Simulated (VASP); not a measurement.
# BN (F-43m) in VASP: notebook, part 2 of 4

VASP 6.6.1. The steps go on from the part before.

## Step 3: EvGW0 quasiparticle levels, PBE

Contents of POSCAR:

```
BN
1.0
    0.0000000000      1.8130010000      1.8130010000
    1.8130010000      0.0000000000      1.8130010000
    1.8130010000      1.8130010000      0.0000000000
N B
1 1
Direct
    0.2500000000      0.2500000000      0.2500000000
    0.0000000000      0.0000000000      0.0000000000
```

Contents of INCAR.step1:

```
SYSTEM = BN
  PREC = Accurate
  ENCUT = 500
  EDIFF = 1E-8
  ISMEAR = 0
  SIGMA = 0.01
  LREAL = .False.
  LASPH = .True.
  NELM = 60
  ALGO = Normal
  LWAVE = .True.
  LCHARG = .False.
  GGA = PE
  KPAR = 4
```

Contents of INCAR.step2:

```
SYSTEM = BN
  PREC = Accurate
  ENCUT = 500
  EDIFF = 1E-8
  ISMEAR = 0
  SIGMA = 0.01
  LREAL = .False.
  LASPH = .True.
  NELM = 1
  ALGO = Exact
  LWAVE = .True.
  LCHARG = .False.
  GGA = PE
  NBANDS = 80
  LOPTICS = .True.
  ISTART = 1
  KPAR = 4
```

Contents of INCAR.step3:

```
SYSTEM = BN
  PREC = Accurate
  ENCUT = 500
  EDIFF = 1E-8
  ISMEAR = 0
  SIGMA = 0.01
  LREAL = .False.
  LASPH = .True.
  ALGO = EVGW0
  LWAVE = .False.
  LCHARG = .False.
  GGA = PE
  NELMGW = 4
  NBANDS = 80
  ENCUTGW = 200
  NOMEGA = 50
  PRECFOCK = Fast
  ISTART = 1
  NBANDSGW = 12
  KPAR = 4
```

Contents of KPOINTS:

```
regular mesh
0
Gamma
  6 6 6
  0 0 0
```

Potentials or basis: VASP PAW PBE potentials, release 64 (N_GW, B_GW).

Run with:

```console
cat potpaw_PBE.64/N_GW/POTCAR potpaw_PBE.64/B_GW/POTCAR > POTCAR
cp INCAR.step1 INCAR
mpirun -np 4 vasp_std > vasp.out
cp INCAR.step2 INCAR
mpirun -np 4 vasp_std > vasp.out
cp INCAR.step3 INCAR
mpirun -np 4 vasp_std > vasp.out
```

OUTCAR:

```text
SYSTEM = BN
   PREC = Accurate
   ENCUT = 500
   EDIFF = 1E-8
   ISMEAR = 0
   LREAL = .False.
   LASPH = .True.
   GGA = PE
   NELMGW = 4
   ENCUTGW = 200
   PRECFOCK = Fast
   ISTART = 1

 ion  position               nearest neighbor table
   1  0.250  0.250  0.250-   2 1.57   2 1.57   2 1.57   2 1.57
   2  0.000  0.000  0.000-   1 1.57   1 1.57   1 1.57   1 1.57

  LATTYP: Found a face centered cubic cell.
 ALAT       =     3.6260020000

  Lattice vectors:

 A1 = (   0.0000000000,   1.8130010000,   1.8130010000)
 A2 = (   1.8130010000,   0.0000000000,   1.8130010000)
 A3 = (   1.8130010000,   1.8130010000,   0.0000000000)

Analysis of symmetry for initial positions (statically):
=====================================================================
 Subroutine PRICEL returns:
 Original cell was already a primitive cell.

 Routine SETGRP: Setting up the symmetry group for a
 face centered cubic supercell.

 Subroutine GETGRP returns: Found 24 space group operations
 (whereof 24 operations were pure point group operations)
 out of a pool of 48 trial point group operations.

The static configuration has the point symmetry T_d .

Analysis of symmetry for dynamics (positions and initial velocities):
=====================================================================
 Subroutine PRICEL returns:
 Original cell was already a primitive cell.

 Routine SETGRP: Setting up the symmetry group for a
 face centered cubic supercell.
[... 110 lines left out ...]
   EFERMI =   0.00;   METHOD = LEGACY
   ISMEAR =     0;   SIGMA  =   0.01  broadening in eV -4-tet -1-fermi 0-gaus
   EFERMI_NEDOS =   21; number of points for ismear=-14 and -15
   IALGO  =     38    algorithm
   IMIX   =      4    mixing-type and parameters
     AMIX     =   0.40;   BMIX     =  1.00
     AMIX_MAG =   1.60;   BMIX_MAG =  1.00
  volume/ion in A,a.u.               =       5.96        40.22
  Fermi-wavevector in a.u.,A,eV,Ry     =   1.433387  2.708709 27.954506  2.054598
  Thomas-Fermi vector in A             =   2.552911
   LORBIT       =      0    0 simple, 1 ext, 2 COOP (PROOUT), +10 PAW based schemes
   GGA     = PE    functional components
   LHFCALC =     T    Hartree Fock is set to
   PRECFOCK=fast      Normal, Fast or Accurate (Low or Medium for compatibility)
   ENCUT4O =  -1.0   cutoff for four orbital integrals eV
   NKREDX  =     1    reduce k-point grid by
   NKREDY  =     1    reduce k-point grid by
   NKREDZ  =     1    reduce k-point grid by
   AEXX    =    1.0000 exact exchange contribution
   HFSCREEN=    0.0000 screening length (either q_TF or 0.3 A-1)
   HFSCREENC=   0.0000 screening length for correlation (either q_TF or 0.3 A-1)
   ENCUTFOCK=  -1.0 apply spherical cutoff to Coloumb kernel
   IVDW    =     0    specifies the selected vdW correction
   LEPSILON=     F    determine dielectric tensor
   LRPA    =     F    only Hartree local field effects (RPA)
   LRPAFORCE           =     F    calculate RPA forces
   ENCUTGW             = 200.0    cutoff for response function in eV
   ENCUTGWSOFT         = 160.0    soft cutoff for Coulomb kernel in GW response function in eV
   ENCUTLF             =  -1.0    cutoff for local field effects
   NELMGW              =     4    number of iterations in solving QP/BSE equation
   NELMHF              =     1    number of iterations in the inner HF iteration
   NKREDLFX            =     1    NKREDLFY  =   1   NKREDLFZ  =   1
 non-spin polarized calculation
 Gauss-broadening in eV      SIGMA  =   0.01
  energy-cutoff  :      500.00
  volume of cell :       11.92
 maximum number of plane-waves:       310
  NGX = 12; NGY = 12; NGZ = 12
   NGX =  9   NGY =  9   NGZ =  9
 maximum number of plane-waves:        81

 QP shifts <psi_nk| G(iteration)W_0 |psi_nk>: iteration 1
 for sc-GW calculations column KS-energies equals QP-energies in previous step
 and V_xc(KS)=  KS-energies - (<T + V_ion + V_H > + <T+V_H+V_ion>^1  + <V_x>^1)

 k-point   1 :       0.0000    0.0000    0.0000
  band No.  KS-energies  QP-energies   sigma(KS)   V_xc(KS)     V^pw_x(r,r')   Z            occupation Imag(sigma)

      1     -12.7797     -14.8850     -18.1702     -15.4660     -26.4495       0.7785       2.0000       1.4601
      2       7.3500       6.4004     -19.4085     -18.2544     -21.8497       0.8228       2.0000       0.0871
      3       7.3500       6.4004     -19.4085     -18.2544     -21.8497       0.8228       2.0000       0.0871
      4       7.3500       6.4004     -19.4085     -18.2544     -21.8497       0.8228       2.0000       0.0871
      5      16.1265      17.3789     -12.2449     -13.7514      -6.9794       0.8314       0.0000      -0.1040
      6      16.1265      17.3789     -12.2449     -13.7514      -6.9794       0.8314       0.0000      -0.1040
      7      16.1265      17.3789     -12.2449     -13.7514      -6.9794       0.8314       0.0000      -0.1040
      8      17.5489      18.5927     -14.1263     -15.4103      -8.3947       0.8130       0.0000      -0.1270
      9      31.9238      32.3331     -10.8860     -11.4030      -3.2981       0.7919       0.0000      -0.5912
     10      35.0168      36.1116     -11.9633     -13.2727      -5.4241       0.8361       0.0000      -0.5741
     11      35.0168      36.1116     -11.9633     -13.2727      -5.4241       0.8361       0.0000      -0.5741
     12      35.6163      36.2140     -10.3292     -11.0440      -3.0290       0.8363       0.0000      -1.0577
[... 1002 lines left out ...]
      1      -9.1363      -9.1487     -19.5750      10.4222     -26.8588       0.7547       2.0000       0.7830
      2      -2.8184      -2.8256     -17.4527      14.6251     -22.0365       0.7792       2.0000       0.2139
      3      -0.5519      -0.5575     -17.5285      16.9696     -21.3771       0.7973       2.0000       0.1498
      4      -0.4264      -0.4317     -16.9831      16.5500     -20.5820       0.8028       2.0000       0.1405
      5      16.1331      16.1349     -12.8055      28.9407      -7.8076       0.8375       0.0000      -0.1023
      6      20.5023      20.5053     -12.3546      32.8605      -6.6782       0.8294       0.0000      -0.1260
      7      24.0368      24.0414     -13.4525      37.4952      -6.4325       0.7856       0.0000      -0.2260
      8      25.8370      25.8423     -13.7223      39.5661      -6.4624       0.7808       0.0000      -0.2576
      9      28.5389      28.5448     -14.4188      42.9654      -6.8096       0.7739       0.0000      -0.3546
     10      34.6955      34.7011     -12.2165      46.9190      -4.1992       0.7957       0.0000      -0.7668
     11      38.4958      38.4993     -11.7178      50.2179      -4.1701       0.8238       0.0000      -0.9360
     12      41.8540      41.8574     -11.5428      53.4009      -3.8336       0.8209       0.0000      -1.0652
```

OUTCAR.step1:

```text
SYSTEM = BN
   PREC = Accurate
   ENCUT = 500
   EDIFF = 1E-8
   ISMEAR = 0
   LREAL = .False.
   LASPH = .True.
[... 386 lines left out ...]
      0.90650      0.90650      0.90650        -0.000000     -0.000000     -0.000000
      0.00000      0.00000      0.00000         0.000000      0.000000      0.000000
 -----------------------------------------------------------------------------------
    total drift:                                0.000001      0.000001      0.000001

  FREE ENERGIE OF THE ION-ELECTRON SYSTEM (eV)
  ---------------------------------------------------
  free  energy   TOTEN  =       -17.4584420064 eV

  energy  without entropy=      -17.4584420064  energy(sigma->0) =      -17.45844201
```

Wall time 2.3 min (4 MPI ranks of Intel Xeon Platinum 8488C (Sapphire Rapids), shared host); peak memory 0.25 GiB.

What came out:

* Band gap on the k mesh, mean-field level: 4.45 eV, indirect (least direct gap 8.78 eV)
* Quasiparticle gap: 6.29 eV
* Least direct quasiparticle gap: 11.30 eV

Quasiparticle gap after each update of the energies (eV): 6.04, 6.26, 6.29, 6.29

Caveat: the k mesh is coarse (spacing up to 0.50 Å⁻¹), so the values aren't converged; bands, screening cutoff and mesh are small and nothing is extrapolated, so the quasiparticle values aren't converged.

## Step 4: G0W0 quasiparticle levels, PBE

POSCAR is that of step 3.

Contents of INCAR.step1:

```
SYSTEM = BN
ALGO = Normal ; EDIFF = 1E-8
ENCUT = 450 ; GGA = PE
ISMEAR = 0 ; LASPH = .TRUE.
LCHARG = .FALSE. ; LREAL = .FALSE.
LWAVE = .TRUE. ; NELM = 100
PREC = Accurate ; SIGMA = 0.01
```

Contents of INCAR.step2:

```
SYSTEM = BN
ALGO = Exact ; EDIFF = 1E-8
ENCUT = 450 ; GGA = PE
ISMEAR = 0 ; ISTART = 1
LASPH = .TRUE. ; LCHARG = .FALSE.
LOPTICS = .TRUE. ; LREAL = .FALSE.
LWAVE = .TRUE. ; NBANDS = 32
NELM = 1 ; PREC = Accurate
SIGMA = 0.01
```

Contents of INCAR.step3:

```
SYSTEM = BN
ALGO = EVGW0 ; EDIFF = 1E-8
ENCUT = 450 ; ENCUTGW = 150
GGA = PE ; ISMEAR = 0
ISTART = 1 ; LASPH = .TRUE.
LCHARG = .FALSE. ; LREAL = .FALSE.
LWAVE = .FALSE. ; NBANDS = 32
NBANDSGW = 12 ; NELMGW = 1
NOMEGA = 24 ; PREC = Accurate
PRECFOCK = Fast ; SIGMA = 0.01
```

Contents of KPOINTS:

```
k-points
0
G
  3 3 3
  0 0 0
```

Potentials or basis: VASP PAW PBE potentials, release 64 (N_GW, B_GW).

Run with:

```console
cat potpaw_PBE.64/N_GW/POTCAR potpaw_PBE.64/B_GW/POTCAR > POTCAR
cp INCAR.step1 INCAR
mpirun -np 1 vasp_std > vasp.out
cp INCAR.step2 INCAR
mpirun -np 1 vasp_std > vasp.out
cp INCAR.step3 INCAR
mpirun -np 1 vasp_std > vasp.out
```

OUTCAR:

```text
SYSTEM = BN
   EDIFF = 1E-8
   ENCUT = 450
   ENCUTGW = 150
   GGA = PE
   ISMEAR = 0
   ISTART = 1
   LASPH = .TRUE.
   LREAL = .FALSE.
   NELMGW = 1
   PREC = Accurate
   PRECFOCK = Fast

 Found      4 irreducible k-points:

 Following reciprocal coordinates:
            Coordinates               Weight
  0.000000  0.000000  0.000000      1.000000
  0.333333  0.000000  0.000000      8.000000
  0.333333  0.333333  0.000000      6.000000
 -0.333333  0.333333  0.000000     12.000000
   k-points           NKPTS =      4   k-points in BZ     NKDIM =     27   number of bands    NBANDS=     32
   number of dos      NEDOS =    301   number of ions     NIONS =      2
   total plane-waves  NPLWV =   5832
   dimension x,y,z NGX =    18 NGY =   18 NGZ =   18
   dimension x,y,z NGXF=    36 NGYF=   36 NGZF=   36
   ions per type =               1   1
   NGX,Y,Z   is equivalent  to a cutoff of  11.67, 11.67, 11.67 a.u.
   NGXF,Y,Z  is equivalent  to a cutoff of  23.34, 23.34, 23.34 a.u.
[... 54 lines left out ...]
   NELMHF              =     1    number of iterations in the inner HF iteration
   NKREDLFX            =     1    NKREDLFY  =   1   NKREDLFZ  =   1
 non-spin polarized calculation
 Gauss-broadening in eV      SIGMA  =   0.01
  energy-cutoff  :      450.00
  volume of cell :       11.92
 maximum number of plane-waves:       259
 NGX is ok and might be reduce to    18
  NGX = 12; NGY = 12; NGZ = 12
   NGX =  9   NGY =  9   NGZ =  9
 maximum number of plane-waves:        59

 QP shifts <psi_nk| G(iteration)W_0 |psi_nk>: iteration 1
 for sc-GW calculations column KS-energies equals QP-energies in previous step
 and V_xc(KS)=  KS-energies - (<T + V_ion + V_H > + <T+V_H+V_ion>^1  + <V_x>^1)

 k-point   1 :       0.0000    0.0000    0.0000
  band No.  KS-energies  QP-energies   sigma(KS)   V_xc(KS)     V^pw_x(r,r')   Z            occupation Imag(sigma)

      1     -12.7045     -14.6921     -17.9325     -15.4437     -26.3915       0.7986       2.0000       1.6048
      2       7.4800       6.8430     -19.0276     -18.2590     -22.3910       0.8288       2.0000       0.1161
      3       7.4800       6.8430     -19.0276     -18.2590     -22.3910       0.8288       2.0000       0.1161
      4       7.4800       6.8430     -19.0276     -18.2590     -22.3910       0.8288       2.0000       0.1161
      5      16.1541      17.5871     -11.9950     -13.7408      -6.6858       0.8208       0.0000      -0.1304
      6      16.1541      17.5871     -11.9950     -13.7408      -6.6858       0.8208       0.0000      -0.1304
      7      16.1541      17.5871     -11.9950     -13.7408      -6.6858       0.8208       0.0000      -0.1304
      8      17.6446      18.8209     -13.9555     -15.3925      -8.0853       0.8186       0.0000      -0.1687
      9      31.9542      32.5857     -10.5618     -11.3463      -3.2201       0.8050       0.0000      -0.6931
     10      35.0433      36.5003     -11.5205     -13.2558      -5.3479       0.8397       0.0000      -0.6600
     11      35.0433      36.5003     -11.5205     -13.2558      -5.3479       0.8397       0.0000      -0.6600
     12      35.6373      36.5071      -9.9594     -10.9827      -2.9663       0.8500       0.0000      -0.9462
[... 234 lines left out ...]
      1      -9.3206      -9.3307     -19.1806       9.8471     -26.7577       0.7843       2.0000       1.1394
      2      -2.4615      -2.4644     -16.5341      14.0689     -21.3312       0.7827       2.0000       0.4028
      3      -1.4438      -1.4473     -16.9521      15.5038     -21.5376       0.7923       2.0000       0.3468
      4       2.9402       2.9382     -17.7669      20.7047     -21.7092       0.8077       2.0000       0.1818
      5      16.3609      16.3642     -11.9297      28.2944      -6.8133       0.8473       0.0000      -0.1504
      6      23.6682      23.6744     -14.0483      37.7242      -7.8310       0.8071       0.0000      -0.2654
      7      24.0462      24.0524     -13.1987      37.2526      -6.6763       0.8044       0.0000      -0.3349
      8      25.4460      25.4530     -13.4192      38.8740      -6.4707       0.7941       0.0000      -0.3838
      9      27.0311      27.0363     -11.8220      38.8595      -5.6086       0.8259       0.0000      -0.3159
     10      33.7331      33.7360     -10.9453      44.6819      -4.7162       0.8305       0.0000      -0.5456
     11      36.1290      36.1370     -12.1204      48.2597      -4.1780       0.7820       0.0000      -0.8907
     12      43.2762      43.2792     -10.3248      53.6045      -2.9540       0.8407       0.0000      -1.2347
```

OUTCAR.step2:

```text
SYSTEM = BN
   EDIFF = 1E-8
   ENCUT = 450
   GGA = PE
[... 519 lines left out ...]
  --------------------------------------------------------------------------------------------------------------
     0.00000     6.34640     6.34640     6.34640    -0.00000     0.00000    -0.00000
     1.42144     6.43444     6.43444     6.43444    -0.00000     0.00000    -0.00000
     2.84287     6.72267     6.72267     6.72267    -0.00000     0.00000    -0.00000
     4.26431     7.29059     7.29059     7.29059    -0.00000     0.00000    -0.00000
     5.68574     8.35653     8.35653     8.35653    -0.00000     0.00000    -0.00000
     7.10718    10.67884    10.67884    10.67884    -0.00000     0.00000    -0.00000
[... 92 lines left out ...]
   139.30066     0.94679     0.94679     0.94679     0.00000    -0.00000     0.00000
   140.72209     0.94793     0.94793     0.94793     0.00000    -0.00000     0.00000
```

It took 9.1 s on 1 thread of Intel Xeon Platinum 8488C (Sapphire Rapids), shared host; peak memory 0.12 GiB.

These settings aren't checked as converged: the numbers below hold their error.

What came out:

```
Band gap on the k mesh, mean-field level : 5.58 eV, indirect (least direct gap 8.67 eV)
Quasiparticle gap                        : 7.12 eV
```

Caveat: the k mesh is coarse (spacing up to 1.00 Å⁻¹), so the values aren't converged; bands, screening cutoff and mesh are small and nothing is extrapolated, so the quasiparticle values aren't converged; the log holds further tables after the one-shot step; the gap given is that of the first; an odd mesh through Γ misses points on the zone boundary, where band edges often lie.

(Continued in part 3 of 4.)
